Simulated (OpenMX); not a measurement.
Runs of OpenMX 3.8.5 on BAs. The structure is cubic, space group F-43m (No. 216). Conventional cell: a = 4.777 Å, b = 4.777 Å, c = 4.777 Å, α = 90.00°, β = 90.00°, γ = 90.00°. As (site symmetry -43m) has 4 B at 2.07 Å as nearest neighbours. B (site symmetry -43m) has 4 As at 2.07 Å as nearest neighbours. 

```csv
task,level,potentials or basis,max SCF cycles,"grid points, held for all volumes",gap on the mesh (eV),pressure (GPa),V0 of scaled cells (Å³/atom),B0 (GPa)
band structure,PBE,"OpenMX 2013 PBE set, As7.0-s3p2d1, B7.0-s2p2, grid cutoff 500 Ry",100,-,2.32,(a),-,-
equation of state,PBE,"OpenMX 2013 PBE set, As7.0-s3p2d1, B7.0-s2p2, fixed grid of 36 × 36 × 36 points",-,36 × 36 × 36,-,-,14.34,127
equation of state,LDA,"OpenMX 2013 LDA set, As7.0-s3p2d2, B7.0-s2p2d1, fixed grid of 36 × 36 × 36 points",-,36 × 36 × 36,-,-,13.29,(b)
band structure,PBE,"OpenMX 2013 PBE set, As7.0-s3p2d2f1, B7.0-s3p2d2, grid cutoff 500 Ry",100,-,1.26,3.0,-,-
band structure,LDA,"OpenMX 2013 LDA set, As7.0-s3p2d2, B7.0-s2p2d1, grid cutoff 500 Ry",100,-,1.22,-3.7,-,-
```

Alike in all rows: no spin polarisation; cell as given; k mesh 11 × 11 × 11; smearing fermi-dirac 0.05 eV.

Q: Estimate the missing entries.

A: (a) 6.9; (b) 148.

Caveats: the basis of atomic orbitals isn't converged, which shifts pressures, moduli and gaps; the basis has few d functions beyond the semicore shells, which can make volumes several per cent too large (some runs); volumes in these bases differ from converged ones by about 1 %, for some elements by several (some runs).

A k mesh can miss the band edges, and the runs leave out spin-orbit coupling on As.
